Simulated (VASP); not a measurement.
# Ti in VASP: notebook

Runs on Ti. Level: LDA. Tasks: single point.

Everything below comes from runs of VASP 6.6.1. Logs are shortened: lines on timing, memory, paths and dates and some standing lists are left out, and cuts for length are marked.

## 1. Starting point

The cell holds a slab with vacuum, 6 atoms: a = 2.950 Å, b = 2.950 Å, c = 21.715 Å, α = 90.00°, β = 90.00°, γ = 120.00°.

The slab is cut from a database's or a generator's crystal, which needn't be the stable form of the element.

## 2. Single point, LDA

The input, INCAR:

```
SYSTEM = Ti
PREC     = Accurate       ! precision mode
ENCUT    = 400            ! plane-wave cutoff, eV
EDIFF    = 1E-7           ! SCF threshold, eV
ISMEAR   = 1              ! smearing method
SIGMA    = 0.1            ! smearing width, eV
LREAL    = .FALSE.        ! projectors in reciprocal space
LASPH    = .TRUE.         ! aspherical terms in the spheres
NELM     = 120            ! most SCF steps
ALGO     = Normal         ! electronic algorithm
ISIF     = 2              ! what is computed and relaxed
LWAVE    = .FALSE.        ! write WAVECAR
LCHARG   = .FALSE.        ! write CHGCAR
LDIPOL   = .TRUE.       
IDIPOL   = 3            
DIPOL    = 0.5 0.5 0.500
GGA      = CA             ! functional
NBANDS   = 50             ! bands
LVHAR    = .TRUE.       
LVACPOTAV= .TRUE.
```

The input, KPOINTS:

```
Automatic mesh
0
G
  10 10 1
  0 0 0
```

The input, POSCAR:

```
Ti
1.0
    2.9499978604      0.0000000000      0.0000000000
   -1.4749989302      2.5547730882      0.0000000000
    0.0000000000      0.0000000000     21.7150000000
Ti
6
Direct
    0.6666666667      0.3333333334      0.2302555837
    0.3333333333      0.6666666666      0.3381533502
    0.6666666667      0.3333333334      0.4460511167
    0.3333333333      0.6666666666      0.5539488833
    0.6666666667      0.3333333334      0.6618466498
    0.3333333333      0.6666666666      0.7697444163
```

Potentials or basis: VASP PAW LDA potentials, release 64 (Ti_sv).

On the command line:

```
cat potpaw_LDA.64/Ti_sv/POTCAR > POTCAR
mpirun -np 1 vasp_std > vasp.out
```

OUTCAR:

```text
SYSTEM = Ti
   PREC = Accurate
   ENCUT = 400
   EDIFF = 1E-7
   ISMEAR = 1
   LREAL = .FALSE.
   LASPH = .TRUE.
   NELM = 120
   ISIF = 2
   GGA = CA

 Found     14 irreducible k-points:

 Following reciprocal coordinates:
            Coordinates               Weight
  0.000000  0.000000  0.000000      1.000000
  0.100000  0.000000  0.000000      6.000000
  0.200000  0.000000  0.000000      6.000000
  0.300000 -0.000000  0.000000      6.000000
  0.400000  0.000000  0.000000      6.000000
  0.500000 -0.000000  0.000000      3.000000
   k-points           NKPTS =     14   k-points in BZ     NKDIM =     14   number of bands    NBANDS=     50
   number of dos      NEDOS =    301   number of ions     NIONS =      6
   total plane-waves  NPLWV =  57600
   dimension x,y,z NGX =    20 NGY =   20 NGZ =  144
   dimension x,y,z NGXF=    40 NGYF=   40 NGZF=  288
   ions per type =               6
   NGX,Y,Z   is equivalent  to a cutoff of  11.27, 11.27, 11.02 a.u.
   NGXF,Y,Z  is equivalent  to a cutoff of  22.54, 22.54, 22.05 a.u.
 SYSTEM =  Ti
   PREC   = accura    normal or accurate (medium, high low for compatibility)
   ISTART =      0    job   : 0-new  1-cont  2-samecut
   ICHARG =      2    charge: 1-file 2-atom 10-const
   ISPIN  =      1    spin polarized calculation?
   LNONCOLLINEAR =      F non collinear calculations
   LSORBIT =      F    spin-orbit coupling
   LASPH  =      T    aspherical Exc in radial PAW
   ENCUT  =  400.0 eV  29.40 Ry    5.42 a.u.   4.81  4.81 35.41*2*pi/ulx,y,z
   NELM   =    120;   NELMIN=  2; NELMDL= -5     # of ELM steps
   EDIFF  = 0.1E-06   stopping-criterion for ELM
   LREAL  =      F    real-space projection
   EDIFFG = 0.1E-05   stopping-criterion for IOM
   NSW    =      0    number of steps for IOM
   IBRION =     -1    ionic relax: 0-MD 1-quasi-New 2-CG
   NFREE  =      0    steps in history (QN), initial steepest desc. (CG)
   ISIF   =      2    stress and relaxation
   ISYM   =      2    0-nonsym 1-usesym 2-fastsym
   POTIM  = 0.5000    time-step for ionic-motion
   TEBEG  =    0.0;   TEEND  =   0.0 temperature during run
   PSTRESS=    0.0 pullay stress
   NELECT =      72.0000    total number of electrons
   NUPDOWN=      -1.0000    fix difference up-down
   EMIN   =  10.00;   EMAX   =-10.00  energy-range for DOS
   EFERMI =   0.00;   METHOD = LEGACY
   ISMEAR =     1;   SIGMA  =   0.10  broadening in eV -4-tet -1-fermi 0-gaus
   EFERMI_NEDOS =   21; number of points for ismear=-14 and -15
   IALGO  =     38    algorithm
   IMIX   =      4    mixing-type and parameters
     AMIX     =   0.40;   BMIX     =  1.00
     AMIX_MAG =   1.60;   BMIX_MAG =  1.00
  volume/ion in A,a.u.               =      27.28       184.07
  Fermi-wavevector in a.u.,A,eV,Ry     =   1.245110  2.352917 21.093096  1.550299
  Thomas-Fermi vector in A             =   2.379347
   LORBIT       =      0    0 simple, 1 ext, 2 COOP (PROOUT), +10 PAW based schemes
   GGA     = CA    functional components
   LHFCALC =     F    Hartree Fock is set to
   AEXX    =    0.0000 exact exchange contribution
   IVDW    =     0    specifies the selected vdW correction
   LEPSILON=     F    determine dielectric tensor
   LRPA    =     F    only Hartree local field effects (RPA)
 non-spin polarized calculation
 Methfessel and Paxton  Order N= 1 SIGMA  =   0.10
  energy-cutoff  :      400.00
  volume of cell :      163.66
 maximum number of plane-waves:      2999
 NGX is ok and might be reduce to    20
   NGX =  9   NGY =  9   NGZ = 71

 dipolmoment           0.000000      0.000000     -0.000000 electrons x Angstroem

 number of electron      72.0000012 magnetization

 dipolmoment           0.000000      0.000000      0.000000 electrons x Angstroem

 Free energy of the ion-electron system (eV)
  ---------------------------------------------------
  ext. energy  EPLUGINS =         0.00000000
  ---------------------------------------------------
  free energy    TOTEN  =       -48.69938035 eV

  energy without entropy =      -48.70643915  energy(sigma->0) =      -48.70173328

 E-fermi :   3.6674     XC(G=0):  -8.5042

 val. band max:        3.6318573475   @ k =   0.3000  -0.0000   0.0000
 cond. band min:       3.6984454519   @ k =   0.2000   0.0000   0.0000
 fundamental gap:      0.0665881044
 Fermi energy:         3.6673978554

 k-point     1 :       0.0000    0.0000    0.0000
  band No.  band energies     occupation
      1     -52.6225      2.00000
      2     -52.6224      2.00000
      3     -52.4857      2.00000
      4     -52.4417      2.00000
      5     -52.3976      2.00000
      6     -52.3737      2.00000
[... 40 lines left out ...]
     47       4.6086     -0.00000
     48       4.8096     -0.00000

 k-point     2 :       0.1000    0.0000    0.0000
  band No.  band energies     occupation
      1     -52.6152      2.00000
      2     -52.6151      2.00000
      3     -52.4766      2.00000
      4     -52.4343      2.00000
      5     -52.3919      2.00000
      6     -52.3693      2.00000
[... 40 lines left out ...]
     47       4.7595     -0.00000
     48       4.7643     -0.00000

 k-point     3 :       0.2000    0.0000    0.0000
  band No.  band energies     occupation
      1     -52.5960      2.00000
      2     -52.5960      2.00000
      3     -52.4523      2.00000
      4     -52.4146      2.00000
      5     -52.3771      2.00000
      6     -52.3584      2.00000
[... 40 lines left out ...]
     47       5.0406     -0.00000
     48       5.1534     -0.00000

 k-point     4 :       0.3000   -0.0000    0.0000
  band No.  band energies     occupation
      1     -52.5725      2.00000
      2     -52.5724      2.00000
      3     -52.4206      2.00000
      4     -52.3900      2.00000
      5     -52.3597      2.00000
      6     -52.3467      2.00000
[... 40 lines left out ...]
     47       5.5220     -0.00000
     48       5.5260     -0.00000

 k-point     5 :       0.4000    0.0000    0.0000
  band No.  band energies     occupation
      1     -52.5534      2.00000
      2     -52.5533      2.00000
      3     -52.3920      2.00000
      4     -52.3693      2.00000
      5     -52.3464      2.00000
      6     -52.3395      2.00000
[... 40 lines left out ...]
     47       6.1164      0.00000
     48       6.1582      0.00000

 k-point     6 :       0.5000   -0.0000    0.0000
  band No.  band energies     occupation
      1     -52.5462      2.00000
      2     -52.5459      2.00000
      3     -52.3795      2.00000
      4     -52.3613      2.00000
      5     -52.3419      2.00000
      6     -52.3381      2.00000
[... 40 lines left out ...]
     47       6.3662      0.00000
     48       6.3983      0.00000

 [... further k-points ...]

 [bands above 48 left out]

------------------------ aborting loop because EDIFF is reached ----------------------------------------

  FORCE on cell =-STRESS in cart. coord.  units (eV):
  Direction    XX          YY          ZZ          XY          YZ          ZX
  --------------------------------------------------------------------------------------
  -------------------------------------------------------------------------------------
  Total       -8.2716335     -8.2716335     -8.5819704      0.0000000      0.0000000      0.0000000
  in kB      -80.9781778    -80.9781778    -84.0163344      0.0000000      0.0000000      0.0000000
  external PRESSURE =     -81.9908966 kB  Pullay stress =       0.0000000 kB

 VOLUME and BASIS-vectors are now :
 -----------------------------------------------------------------------------
  energy-cutoff  :      400.00
  volume of cell :      163.66
      direct lattice vectors                 reciprocal lattice vectors
     2.949997860  0.000000000  0.000000000     0.338983297  0.195712098  0.000000000
    -1.474998930  2.554773088  0.000000000     0.000000000  0.391424195  0.000000000
     0.000000000  0.000000000 21.715000000     0.000000000  0.000000000  0.046051117

 POSITION                                       TOTAL-FORCE (eV/Angst)
 -----------------------------------------------------------------------------------
      1.47500      0.85159      5.00000         0.000000      0.000000      1.045441
     -0.00000      1.70318      7.34300         0.000000      0.000000     -0.613353
      1.47500      0.85159      9.68600         0.000000     -0.000000      0.072169
     -0.00000      1.70318     12.02900         0.000000      0.000000     -0.072169
      1.47500      0.85159     14.37200        -0.000000     -0.000000      0.613353
     -0.00000      1.70318     16.71500        -0.000000     -0.000000     -1.045441
 -----------------------------------------------------------------------------------
    total drift:                                0.000000      0.000000      0.000000

  FREE ENERGIE OF THE ION-ELECTRON SYSTEM (eV)
  ---------------------------------------------------
  free  energy   TOTEN  =       -48.6993803457 eV

  energy  without entropy=      -48.7064391464  energy(sigma->0) =      -48.70173328
```

Wall time 78 s (1 thread of Intel Xeon 6975P-C (Granite Rapids), shared host); peak memory 0.2 GiB.

The run converged, but some of its settings lie outside the range that counts as converged, so its numbers aren't taken as properties of the slab.

Results:

- Free energy: -48.6994 eV
- Largest force: 1.045 eV/Å
- Band gap on the k mesh: none (metal or under the smearing width)

## 3. Single point, LDA

This run uses another cell than the first one, of 19.74 Å³/atom, 0.724 times its volume.

INCAR is that of step 2.

The input, KPOINTS:

```
Automatic mesh
0
G
  16 16 1
  0 0 0
```

The input, POSCAR:

```
Ti
1.0
    2.9499978604      0.0000000000      0.0000000000
   -1.4749989302      2.5547730882      0.0000000000
    0.0000000000      0.0000000000     15.7150000000
Ti
6
Direct
    0.6666666667      0.3333333334      0.1272669424
    0.3333333333      0.6666666666      0.2763601654
    0.6666666667      0.3333333334      0.4254533885
    0.3333333333      0.6666666666      0.5745466115
    0.6666666667      0.3333333334      0.7236398346
    0.3333333333      0.6666666666      0.8727330576
```

Potentials or basis: VASP PAW LDA potentials, release 64 (Ti_sv).

On the command line:

```
cat potpaw_LDA.64/Ti_sv/POTCAR > POTCAR
mpirun -np 1 vasp_std > vasp.out
```

OUTCAR:

```text
SYSTEM = Ti
   PREC = Accurate
   ENCUT = 400
   EDIFF = 1E-7
   ISMEAR = 1
   LREAL = .FALSE.
   LASPH = .TRUE.
   NELM = 120
   ISIF = 2
   GGA = CA

 Found     30 irreducible k-points:

 Following reciprocal coordinates:
            Coordinates               Weight
  0.000000  0.000000  0.000000      1.000000
  0.062500  0.000000  0.000000      6.000000
  0.125000  0.000000  0.000000      6.000000
  0.187500  0.000000  0.000000      6.000000
  0.250000  0.000000  0.000000      6.000000
  0.312500  0.000000  0.000000      6.000000
   k-points           NKPTS =     30   k-points in BZ     NKDIM =     30   number of bands    NBANDS=     50
   number of dos      NEDOS =    301   number of ions     NIONS =      6
   total plane-waves  NPLWV =  43200
   dimension x,y,z NGX =    20 NGY =   20 NGZ =  108
   dimension x,y,z NGXF=    40 NGYF=   40 NGZF=  216
   ions per type =               6
   NGX,Y,Z   is equivalent  to a cutoff of  11.27, 11.27, 11.43 a.u.
   NGXF,Y,Z  is equivalent  to a cutoff of  22.54, 22.54, 22.85 a.u.
 SYSTEM =  Ti
   PREC   = accura    normal or accurate (medium, high low for compatibility)
   ISTART =      0    job   : 0-new  1-cont  2-samecut
   ICHARG =      2    charge: 1-file 2-atom 10-const
[... 64 lines left out ...]

 k-point     1 :       0.0000    0.0000    0.0000
  band No.  band energies     occupation
      1     -49.6054      2.00000
      2     -49.6054      2.00000
      3     -49.4146      2.00000
      4     -49.3827      2.00000
      5     -49.3415      2.00000
      6     -49.3054      2.00000
[... 295 lines left out ...]
     47       8.5821     -0.00000
     48       8.9234      0.00000

 [... further k-points ...]

 [bands above 48 left out]

------------------------ aborting loop because EDIFF is reached ----------------------------------------

  FORCE on cell =-STRESS in cart. coord.  units (eV):
  Direction    XX          YY          ZZ          XY          YZ          ZX
  --------------------------------------------------------------------------------------
  -------------------------------------------------------------------------------------
  Total       -8.1052895     -8.1052895    -10.6740848      0.0000000     -0.0000000     -0.0000000
  in kB     -109.6454698   -109.6454698   -144.3952188      0.0000000     -0.0000000     -0.0000000
  external PRESSURE =    -121.2287194 kB  Pullay stress =       0.0000000 kB

 VOLUME and BASIS-vectors are now :
 -----------------------------------------------------------------------------
  energy-cutoff  :      400.00
  volume of cell :      118.44
      direct lattice vectors                 reciprocal lattice vectors
     2.949997860  0.000000000  0.000000000     0.338983297  0.195712098  0.000000000
    -1.474998930  2.554773088  0.000000000     0.000000000  0.391424195  0.000000000
     0.000000000  0.000000000 15.715000000     0.000000000  0.000000000  0.063633471

 POSITION                                       TOTAL-FORCE (eV/Angst)
 -----------------------------------------------------------------------------------
      1.47500      0.85159      2.00000        -0.000000      0.000000      0.196203
     -0.00000      1.70318      4.34300        -0.000000     -0.000000     -0.404690
      1.47500      0.85159      6.68600         0.000000     -0.000000     -0.055118
     -0.00000      1.70318      9.02900        -0.000000      0.000000      0.055118
      1.47500      0.85159     11.37200         0.000000      0.000000      0.404690
     -0.00000      1.70318     13.71500         0.000000      0.000000     -0.196203
 -----------------------------------------------------------------------------------
    total drift:                                0.000000      0.000000      0.000000

  FREE ENERGIE OF THE ION-ELECTRON SYSTEM (eV)
  ---------------------------------------------------
  free  energy   TOTEN  =       -49.3428026736 eV

  energy  without entropy=      -49.3466373026  energy(sigma->0) =      -49.34408088
```

It took 1.7 min on 1 thread of Intel Xeon 6975P-C (Granite Rapids), shared host; peak memory 0.2 GiB.

These settings aren't checked as converged: the numbers below hold their error.

What came out:

* Free energy: -49.3428 eV
* Largest force: 0.405 eV/Å
* Band gap on the k mesh: none (metal or under the smearing width)

## 4. Single point, LDA

This run uses another cell than the first one, of 33.56 Å³/atom, 1.230 times its volume.

INCAR is that of step 3.

The input, KPOINTS:

```
Automatic mesh
0
G
  10 10 1
  0 0 0
```

The input, POSCAR:

```
Ti
1.0
    2.9499978604      0.0000000000      0.0000000000
   -1.4749989302      2.5547730882      0.0000000000
    0.0000000000      0.0000000000     26.7150000000
Ti
6
Direct
    0.6666666667      0.3333333334      0.2807411567
    0.3333333333      0.6666666666      0.3684446940
    0.6666666667      0.3333333334      0.4561482313
    0.3333333333      0.6666666666      0.5438517687
    0.6666666667      0.3333333334      0.6315553060
    0.3333333333      0.6666666666      0.7192588433
```

On the command line:

```
cat potpaw_LDA.64/Ti_sv/POTCAR > POTCAR
mpirun -np 1 vasp_std > vasp.out
```

It took 1.8 min on 1 thread of Intel Xeon 6975P-C (Granite Rapids), shared host; peak memory 0.23 GiB.

These settings aren't checked as converged: the numbers below hold their error.

Results:

| Quantity | Value |
| --- | --- |
| Free energy | -48.7006 eV |
| Largest force | 1.044 eV/Å |
| Band gap on the k mesh | none (metal or under the smearing width) |
| Work function of the upper face | 4.60 eV |
| Work function of the lower face | 4.60 eV |
